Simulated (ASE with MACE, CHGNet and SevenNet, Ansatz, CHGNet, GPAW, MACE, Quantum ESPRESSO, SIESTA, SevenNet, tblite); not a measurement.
## Machine-learned potentials on AlN/GaN superlattice along [0001] (64 atoms): settings against a plane-wave reference

Aim: run AlN/GaN superlattice along [0001] (64 atoms) in machine-learned potentials and see how near its forces come to a plane-wave reference, and at what cost.

Method: the method is named at each step, in ASE with MACE, CHGNet and SevenNet.

### Step 1. Set-up

The cell holds 64 atoms: 24 Al, 32 N and 8 Ga. Its edges and angles: a = 6.378 Å, b = 6.378 Å, c = 19.950 Å, α = 90.0°, β = 90.0°, γ = 120.0°. Wurtzite lattice with in-plane constant 3.189 Å; 3 periods of AlN and 1 of GaN along [0001], 2 x 2 in-plane cells; the two parts stretched along z by 0.9492 and 1.0; every coordinate displaced by a Gaussian of 0.02 Å. Then every atom was moved at random, 0.02 Å r.m.s. a Cartesian component. Regions: AlN, 48 atoms (24 Al and 24 N); GaN, 16 atoms (8 Ga and 8 N). The structure's axis is c.

The yardstick, on the same geometry:

- method: Kohn-Sham DFT, PBE, GBRV 1.5 ultrasoft pseudopotentials, plane waves (Quantum ESPRESSO 7.5); gbrv-pbe-1.5, cutoffs 40/200 Ry, Γ point
- r.m.s. force component: 0.9268 eV/Å
- longest force: 5.008 eV/Å
- pressure: 1.533 GPa
- gap (highest filled to lowest empty level): 2.537 eV
- time: 6 min on 2 MPI ranks of Arm Neoverse N1, shared host
- CPU time: 12 min

### Step 2. MACE MP-0b3 medium potential

Method: machine-learned interatomic potential MACE MP-0b3 medium, trained on PBE(+U) plane-wave data.

run.py

```python
import numpy as np
from ase.io import read
import mlip  # loads the published weights by name

atoms = read("structure.xyz")
atoms.calc = mlip.calc("mace-mp-0b3-medium")
energy = atoms.get_potential_energy()
forces = atoms.get_forces()
print(f"energy {energy:.6f} eV")
print("forces (eV/A)")
for i, (a, f) in enumerate(zip(atoms, forces)):
    print(f"{i:4d} {a.symbol:2s} {f[0]:10.5f} {f[1]:10.5f} {f[2]:10.5f}")
stress = -atoms.get_stress(voigt=False) * 160.21766
print("stress (GPa, compression positive)")
for row in stress:
    print(" ".join(f"{x:10.4f}" for x in row))
```

structure.xyz

```xyz
64
Lattice="6.37800 0.00000 0.00000 -3.18900 5.52351 0.00000 0.00000 0.00000 19.94981" Properties=species:S:1:pos:R:3 pbc="T T T"
Al 6.36336 0.01110 0.01077
N -0.03112 1.86540 0.61485
Al 0.01961 1.83165 2.45283
N 3.18457 5.50280 3.05551
Al 0.01374 0.02215 4.94636
N 0.01359 1.83447 5.51034
Al -0.03199 1.81033 7.35490
N 3.19506 5.49048 7.96436
Al 0.01164 0.00215 9.87954
N 0.01263 1.82618 10.45171
Al -0.03486 1.81497 12.32818
N -3.16553 5.49181 12.94882
Ga -3.18090 5.51014 14.78560
N -0.00277 1.86159 15.43497
Ga 0.03970 1.86302 17.37509
N 3.17730 5.51141 17.96839
Al 4.73095 2.73789 19.93664
N -1.57246 4.57628 0.59690
Al -1.58503 4.61307 2.44425
N -1.54370 2.74447 3.00983
Al -1.60059 2.78048 4.92700
N -1.56274 4.57822 5.49198
Al -1.63427 4.64599 7.35709
N 4.77492 2.76656 7.97573
Al 4.77489 2.70619 9.87077
N -1.54864 4.64649 10.43834
Al -1.63953 4.54386 12.28609
N -1.60464 2.80826 12.97476
Ga -1.58445 2.75098 14.72994
N -1.59495 4.58451 15.40903
Ga -1.58481 4.65035 17.37090
N -1.57412 2.76468 17.98376
Al 3.18300 0.03657 19.89375
N 3.17838 1.87993 0.57515
Al 3.14818 1.84099 2.51846
N 3.18690 0.00011 3.02679
Al -0.02025 5.51009 4.91065
N 3.18450 1.83662 5.50695
Al 3.14206 1.86838 7.40337
N 3.13960 0.01221 7.97294
Al 3.18839 0.00613 9.78817
N 3.21056 1.83182 10.43994
Al 3.16865 1.82121 12.34015
N -0.02621 5.49777 12.87920
Ga 3.20000 0.01541 14.78002
N 3.22988 1.83966 15.42938
Ga 3.18737 1.82182 17.34417
N 3.23272 0.02944 17.98894
Al 1.61418 2.76004 19.92308
N 1.57144 4.57949 0.62902
Al 1.54080 4.58650 2.39916
N 1.59450 2.80053 2.99327
Al 1.63165 2.79937 4.94695
N 1.55374 4.60738 5.49996
Al 1.60770 4.60053 7.34931
N 1.61115 2.72674 7.98750
[... 4 atom lines left out ...]
Ga 1.56302 2.80953 14.77882
N 1.62234 4.60478 15.36475
Ga 1.57368 4.61031 17.39224
N 1.63146 2.83549 17.97059
```

Started as:

```
OMP_NUM_THREADS=1 python run.py > output.txt
```

The program printed:

```text
energy -451.301817 eV
forces (eV/A)
   0 Al    0.14925   -0.19257    0.03852
   1 N     0.45464   -0.49572   -1.72379
   2 Al   -0.20713   -0.17392    0.86536
   3 N     0.00634    0.11312   -0.53967
   4 Al   -0.24923   -0.38658   -0.43102
   5 N     0.04676    0.30421   -0.61413
   6 Al    0.13644    0.49743    0.98637
   7 N    -0.56583    0.60569   -0.17986
   8 Al    0.29451   -0.46777   -0.41854
   9 N    -0.50900   -0.04365   -0.08106
  10 Al    0.80165    0.36173    0.69669
  11 N    -0.52371    0.53106   -2.33593
  12 Ga    0.25306    0.29398    1.40828
  13 N     0.21331   -0.29640   -0.15610
  14 Ga   -0.41255   -0.02708   -0.06602
  15 N     0.25435    0.50234    1.21445
  16 Al    0.91368    0.58366   -0.05345
  17 N    -0.37447    0.66104   -1.43757
  18 Al   -0.31503   -0.44200    0.75796
  19 N    -0.89788    0.24783    0.43793
  20 Al    0.33475   -0.64758   -0.25796
  21 N    -0.70959    0.48084   -0.17474
  22 Al    0.82029   -0.98466    0.79791
  23 N     0.00644   -0.08124   -0.36864
[...]
56 Al    1.07692    0.42186    0.56173
  57 N    -0.53837    0.06404   -0.21344
  58 Al   -0.11812   -0.88856    0.75440
  59 N    -0.91204    0.18724   -2.01073
  60 Ga    0.49093   -0.66985    1.08124
  61 N    -0.49762    0.34213    1.12605
  62 Ga    0.54767    0.35425   -1.09350
  63 N    -0.18812   -1.12297    1.06881
stress (GPa, compression positive)
   -4.0375    -0.2508    -0.5442
   -0.2508    -3.8362     0.0167
   -0.5442     0.0167     6.3271
```

The job ended after 13 s (1 thread of Arm Neoverse N1, shared host; peak memory 1.1 GiB).

Banners, paths, timers and routine set-up lines are dropped from the logs unmarked, and long logs keep their key lines alone; longer cuts are marked.

Numbers from this run, and their distance from the reference:

* r.m.s. force component: 0.7631 eV/Å
* r.m.s. difference of force components: 229.7 meV/Å
* longest difference of force vectors: 1107 meV/Å
* force difference over r.m.s. force: 24.78 %
* slope of forces against the reference's: 0.8083
* correlation of force components: 0.9817
* pressure: -0.5155 GPa
* pressure difference: -2.048 GPa

Length of the force difference by element (eV/Å):

| element | atoms | mean | most |
| --- | --- | --- | --- |
| Al | 24 | 0.27 | 0.56 |
| Ga | 8 | 0.46 | 1.00 |
| N | 32 | 0.34 | 1.1 |

Local excerpt of 9 atoms (numbers count through the whole input) about N50, picked at random; x, y, z are measured from there.

```
atom      x      y      z  distance (Å)  bonds     Fx     Fy  Fz (eV/Å)
 N50   0.00   0.00   0.00          0.00      4   0.13   0.59      -2.88
Al51  -0.03   0.01   1.77          1.77      4   0.75   0.57       2.15
Al49   0.04  -1.82  -0.66          1.93      4  -0.69   0.24       0.26
 Al1   1.60   0.96  -0.62          1.97      4   0.15  -0.19       0.04
Al33  -1.58   0.98  -0.69          1.98      4  -0.01  -0.48       0.90
 N52   0.02  -1.78   2.36          2.96      4  -0.11  -0.60       0.88
 N36  -1.57   0.94   2.40          3.02      4  -0.23   0.16      -0.06
  N4   1.61   0.92   2.43          3.06      4   0.01   0.11      -0.54
 N64   0.06  -1.74  -2.61          3.14      4  -0.19  -1.12       1.07
```

Atoms are counted from 1 here, from 0 in the log.

Forces lie 25 % from the reference's, at 0.017 times its CPU time (on 1 against 2 cores).

### Step 3. CHGNet 0.3.0 potential

Method: machine-learned interatomic potential CHGNet 0.3.0, trained on PBE(+U) plane-wave data.

Changes to run.py since step 2:

```diff
@@ -5,3 +5,3 @@
 atoms = read("structure.xyz")
-atoms.calc = mlip.calc("mace-mp-0b3-medium")
+atoms.calc = mlip.calc("chgnet-0.3.0")
 energy = atoms.get_potential_energy()
```

structure.xyz is that of step 2.

The program printed:

```text
CHGNet v0.3.0 initialized with 412,525 parameters
CHGNet will run on cpu
energy -463.301483 eV
forces (eV/A)
   0 Al    0.10450   -0.14427   -0.20329
   1 N     0.42152   -0.45572   -1.30483
   2 Al   -0.21493   -0.12849    0.54491
   3 N     0.04914    0.07046   -0.21813
   4 Al   -0.17728   -0.28671   -0.47464
   5 N     0.03847    0.19804   -0.37299
   6 Al    0.07827    0.41990    0.73126
   7 N    -0.44456    0.46082   -0.15087
   8 Al    0.23174   -0.37558   -0.31279
   9 N    -0.35161   -0.02801    0.04490
  10 Al    0.58811    0.33871    0.70998
  11 N    -0.44641    0.49427   -2.15525
  12 Ga    0.25837    0.32874    1.25816
  13 N     0.24512   -0.29902   -0.14903
  14 Ga   -0.30682   -0.02838   -0.01858
  15 N     0.27790    0.47311    1.21224
  16 Al    0.70878    0.43337   -0.28931
  17 N    -0.31360    0.60971   -1.06521
  18 Al   -0.24755   -0.40417    0.48695
  19 N    -0.73928    0.19801    0.48908
  20 Al    0.25180   -0.46615   -0.31395
  21 N    -0.57720    0.37358   -0.07042
  22 Al    0.61256   -0.78952    0.60434
  23 N     0.03830   -0.06302   -0.26487
[...]
56 Al    0.84796    0.28630    0.42159
  57 N    -0.39858    0.08722   -0.09630
  58 Al   -0.08484   -0.72301    0.62653
  59 N    -0.80981    0.11141   -1.97936
  60 Ga    0.42640   -0.64532    1.03918
  61 N    -0.48254    0.34086    0.93711
  62 Ga    0.46784    0.30564   -0.89643
  63 N    -0.19854   -1.06288    1.11749
stress (GPa, compression positive)
   -3.4861    -0.2187    -0.4788
   -0.2187    -3.1932    -0.0120
   -0.4788    -0.0120     4.0566
```

Elapsed: 5.4 s, on 1 thread; peak memory 0.86 GiB.

Against the reference:

```yaml
r_m_s_force_component: 0.661 eV/Å
r_m_s_difference_of_force_components: 304.9 meV/Å
longest_difference_of_force_vectors: 1249 meV/Å
force_difference_over_r_m_s_force: 32.9 %
slope_of_forces_against_the_reference_s: 0.7002
correlation_of_force_components: 0.9818
pressure: -0.8742 GPa
pressure_difference: -2.407 GPa
```

Against the first run (25 %), the force difference from the reference is 33 %, at 0.43 times the CPU time.

### Step 4. SevenNet l3i5 potential

Method: machine-learned interatomic potential SevenNet l3i5, trained on PBE(+U) plane-wave data.

Changes to run.py since step 3:

```diff
@@ -5,3 +5,3 @@
 atoms = read("structure.xyz")
-atoms.calc = mlip.calc("chgnet-0.3.0")
+atoms.calc = mlip.calc("7net-l3i5")
 energy = atoms.get_potential_energy()
```

structure.xyz is that of step 3.

The program printed:

```text
energy -452.751678 eV
forces (eV/A)
   0 Al    0.17187   -0.17438   -0.36908
   1 N     0.51288   -0.57014   -1.51078
   2 Al   -0.22139   -0.13860    0.60810
   3 N     0.05568    0.13822   -0.25091
   4 Al   -0.24064   -0.37833   -0.65077
   5 N     0.03375    0.29452   -0.47884
   6 Al    0.15020    0.47886    1.00317
   7 N    -0.56550    0.63013   -0.27122
   8 Al    0.28948   -0.47737   -0.27189
   9 N    -0.55432   -0.03820   -0.28522
  10 Al    0.91018    0.35167    1.11801
  11 N    -0.58984    0.59328   -3.13305
  12 Ga    0.34706    0.40438    2.03236
  13 N     0.27580   -0.37172   -0.55614
  14 Ga   -0.50025   -0.04188    0.07054
  15 N     0.37295    0.67634    1.51277
  16 Al    0.96470    0.60820   -0.51295
  17 N    -0.39232    0.74838   -1.22166
  18 Al   -0.30165   -0.45746    0.50005
  19 N    -0.90965    0.26757    0.74659
  20 Al    0.35033   -0.64384   -0.48205
  21 N    -0.73758    0.49067   -0.04670
  22 Al    0.82419   -0.96882    0.83953
  23 N     0.02364   -0.10274   -0.46804
[...]
56 Al    1.10619    0.43880    0.77070
  57 N    -0.56536    0.07811   -0.37093
  58 Al   -0.15128   -0.90670    1.18242
  59 N    -0.95844    0.18588   -2.72102
  60 Ga    0.55356   -0.85140    1.62891
  61 N    -0.62477    0.40899    1.06067
  62 Ga    0.69893    0.45754   -1.20954
  63 N    -0.25380   -1.50212    1.31451
stress (GPa, compression positive)
   -4.4975    -0.2868    -0.6180
   -0.2868    -4.1673     0.0210
   -0.6180     0.0210     8.3465
```

Elapsed: 16 s, on 1 thread; peak memory 1.4 GiB.

Against the reference:

```
r.m.s. force component                  : 0.8827 eV/Å
r.m.s. difference of force components   : 151 meV/Å
longest difference of force vectors     : 548.7 meV/Å
force difference over r.m.s. force      : 16.29 %
slope of forces against the reference's : 0.9403
correlation of force components         : 0.9873
pressure                                : -0.1061 GPa
pressure difference                     : -1.639 GPa
```

Against the first run (25 %), the force difference from the reference is 16 %, at 1.2 times the CPU time.

### Step 5. The ladder

Differences are against the plane-wave reference, forces as r.m.s. over components; share is that over the reference's r.m.s. force, slope the least-squares factor from reference forces to these. Total energies of different programs have different zeros and aren't compared.

| run | Δ force, r.m.s. (meV/Å) | share (%) | slope | Δ pressure (GPa) | cores | CPU time | memory (GiB) |
| --- | --- | --- | --- | --- | --- | --- | --- |
| reference | - | - | - | - | 2 | 12 min | 0.73 |
| MACE MP-0b3 medium potential | 230 | 24.8 | 0.808 | -2.05 | 1 | 12 s | 1.1 |
| CHGNet 0.3.0 potential | 305 | 32.9 | 0.700 | -2.41 | 1 | 5.3 s | 0.86 |
| SevenNet l3i5 potential | 151 | 16.3 | 0.940 | -1.64 | 1 | 15 s | 1.4 |

Times of the machine-learned potentials are mostly Python's start and the loading of weights.

CPU time is summed over cores on a shared host, where runs went side by side, so it is rough. Symmetry, cutoffs, thresholds, outputs and thread counts weren't matched or tuned between programs; memory under MPI is the largest rank's times the ranks.

### Step 6. Outcome

| Property | Result |
| --- | --- |
| nearest in forces | SevenNet l3i5 potential, 16 % |
| its CPU time | 15 s |

In words: Machine-learned potentials differ by 16 % (SevenNet l3i5 potential) to 33 % (CHGNet 0.3.0 potential); they were trained on other programs' data. Among those trained on PBE data the slope goes as low as 0.70, which softening far from their training structures can give, though the reference's k-sampling is untested too. The reference's pressure holds the uncorrected Pulay stress of its 40 Ry basis, so small pressure differences, and their order, may be the reference's own error. Machine-learned potentials mimic data converged in k, so the reference's own k-point error enters their differences. The cell is under 6 Å thick along two periodic directions, so every atom has periodic images of itself close by, which move with it and show among its neighbours and in g(r). The host structure and its lattice constant were typed by rule, without a check against the phase diagram. The reference's pressure of 1.5 GPa belongs to a cell and atoms that aren't relaxed at this level. The electronic-structure runs sample only Γ, in a cell whose shortest periodic width is 6 Å.

[Also dropped from logs without a mark: logging warnings of Python, and SIESTA's first energy breakdown and zero terms.]

[Logs are printed without paths, hosts, clocks, repeated set-up lines and the standing remarks that a program may print on its own settings, such as how far it seeks lower states.]

[Hosts, paths, dates, database ids (printed as entryN), source tags and the programs' standing remarks are cut or masked in the printed files.]
